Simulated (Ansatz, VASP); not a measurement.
## GaN in VASP and in Ansatz

File INCAR:

```
PREC     = Accurate       # precision mode
ENCUT    = 520            # plane-wave cutoff, eV
EDIFF    = 1E-8           # SCF threshold, eV
ISMEAR   = -1             # smearing method
SIGMA    = 0.02           # smearing width, eV
LREAL    = False          # projectors in reciprocal space
LASPH    = True           # aspherical terms in the spheres
NELM     = 100            # most SCF steps
ALGO     = Normal         # electronic algorithm
ISIF     = 2              # what is computed and relaxed
LWAVE    = False          # write WAVECAR
LCHARG   = False          # write CHGCAR
GGA      = PS             # functional
LEFG     = True         
NBANDS   = 16             # bands
```

KPOINTS

```
Automatic mesh
0
Gamma
  10 10 10
```

Contents of POSCAR:

```
GaN
1.0
    0.0398500000      2.0124250000      2.0124250000
    2.0124250000      0.0398500000      2.0124250000
    2.0124250000      2.0124250000      0.0398500000
Ga N
1 1
Direct
    0.5000000000      0.5000000000      0.5000000000
    0.0000000000      0.0000000000      0.0000000000
```

Input for Ansatz:

```yaml
crystal:
  lattice:
    - [0.03985, 2.012425, 2.012425]
    - [2.012425, 0.03985, 2.012425]
    - [2.012425, 2.012425, 0.03985]
  atoms:
    - { symbol: Ga, position: [0.5, 0.5, 0.5] }
    - { symbol: "N", position: [0.0, 0.0, 0.0] }
kpoints:
  mp_grid: { grid: [10, 10, 10] }
scf:
  occupations: { method: fermi_dirac, width: 0.02 }
hamiltonian:
  xc: pbesol
  pseudopotentials: { kind: all_electron, datasets: crystal }
output:
  forces: true
  stress: true
  eigenvalues: true
  efg: { contact_densities: true }
```

Change from the starting cell: equal xy, yz and zx shear strains of +2 %, crystal datasets.

Alike in both runs: task electric field gradients; functional PBEsol; k mesh 10 × 10 × 10; occupations fermi-dirac, width 0.02 eV; no spin polarisation.

|  | VASP | Ansatz |
| --- | --- | --- |
| version | VASP 6.6.1 | Ansatz 0.2.0 |
| potentials or method | VASP PAW PBE potentials, release 64 (Ga_d, N) | all-electron PAW with datasets made for the crystal, scalar-relativistic |
| plane-wave cutoff (eV) | 520 | see its input |

```tsv
	VASP	Ansatz	Ansatz less VASP
gap on the k mesh at the Fermi level (eV)	1.61	1.62	+0.013
pressure (GPa)	59.6	59.0	-0.67
largest component of the traceless stress (GPa)	5.47	5.47	+0.007
Vzz of the field gradient on the site that differs most (V/Å²)	-4.2	-6.5	-2.32
```

Ansatz ran all-electron here, so the differences hold the error of VASP's frozen core and of both bases.

Caveats: so large a pressure means that the cell lies far from this level's equilibrium, or that cutoff or potentials fall short (VASP); the potentials were made for another functional, which shifts forces and pressure (VASP). A k mesh can miss the band edges.
